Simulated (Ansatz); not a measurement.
AlCo: experiment and calculation

**Experimental background.**

From a printed reference work, monograph, for a bulk crystal of AlCo: lattice constant a 2.86 Å.

The runs below are set against these values where they give the same quantity.

Level of theory: DFT PBE, scalar-relativistic, plane waves, PAW (Ansatz 0.2.0).

Plane waves to 420 eV, a k mesh through Γ of 14×14×14 on the computed 2-atom cell and Gaussian smearing (0.10 eV); no spin polarisation.

Relaxed structure, symmetry kept:

```cif
data_structure
_symmetry_space_group_name_H-M 'Pm-3m'
_symmetry_Int_Tables_number 221
_cell_length_a 2.8519
_cell_length_b 2.8519
_cell_length_c 2.8519
_cell_angle_alpha 90.000
_cell_angle_beta 90.000
_cell_angle_gamma 90.000
_cell_volume 23.20
loop_
_atom_site_label
_atom_site_type_symbol
_atom_site_symmetry_multiplicity
_atom_site_Wyckoff_symbol
_atom_site_fract_x
_atom_site_fract_y
_atom_site_fract_z
_atom_site_occupancy
Al1 Al 1 a 0.00000 0.00000 0.00000 1
Co1 Co 1 b 0.50000 0.50000 0.50000 1
```

| Item | Value |
| --- | --- |
| Space group | Pm-3m (No. 221) |
| Volume per atom | 11.60 Å³ |
| Formation energy from the elements' standard states (uncorrected) | -0.592 eV/atom |
| Kohn–Sham band gap | none (metal) |
| Density of states at the Fermi level | 0.65 states/eV per cell |
| Löwdin character within 0.5 eV of the Fermi level | Co 3d 76 %, Al 3p 16 % |
| Bulk modulus | 179 GPa |
| Its pressure derivative | 4.3 |
| Bader charges (e) | Al (1 in the cell) 1.84, Co (1 in the cell) -1.84 |

A ferromagnetic start lost its moments in a first run, so spin was left out; other magnetic orders weren't tried.

A measured lattice constant a of AlCo is 2.86 Å (a printed reference work, monograph); the calculated 2.852 Å misses it by -0.3 %. The measured value has few digits, which limits the comparison. The calculation is for 0 K without zero-point motion.